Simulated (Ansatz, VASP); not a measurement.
# Al3Cu: VASP beside Ansatz

```
Al Cu
1.0
     3.92415    0.00000    0.00000
     0.00000    3.92415    0.00000
     0.00000    0.00000    3.92415
Al Cu
3 1
Direct
  0.00000 0.50000 0.50000
  0.50000 0.00000 0.50000
  0.50000 0.50000 0.00000
  0.00000 0.00000 0.00000
```

The cell comes from a database or a generator and needn't be the stable form of this composition.

Alike in both runs: task single point; functional PBEsol; dispersion D4; k mesh 7 × 7 × 7; no spin polarisation.

```csv
,VASP,Ansatz
version,VASP 6.6.1,Ansatz 0.2.0
potentials or method,"VASP PAW PBE potentials, release 64 (Al, Cu)","plane waves, PAW"
plane-wave cutoff (eV),520,420
occupations,"methfessel-paxton of order 1, width 0.15 eV","cold, width 0.15 eV"
valence electrons in the cell,20,28
```

Ansatz gave:

| Item | Value |
| --- | --- |
| gap on the k mesh at the Fermi level (eV) | none |
| dispersion energy (meV/atom) | -226.2 |

Which values does VASP return?

gap on the k mesh at the Fermi level (eV): none; dispersion energy (meV/atom): -226.0.

A gap of «none» marks a metal or a gap that the smearing closes. The two sets of potentials don't hold the same shells in valence.
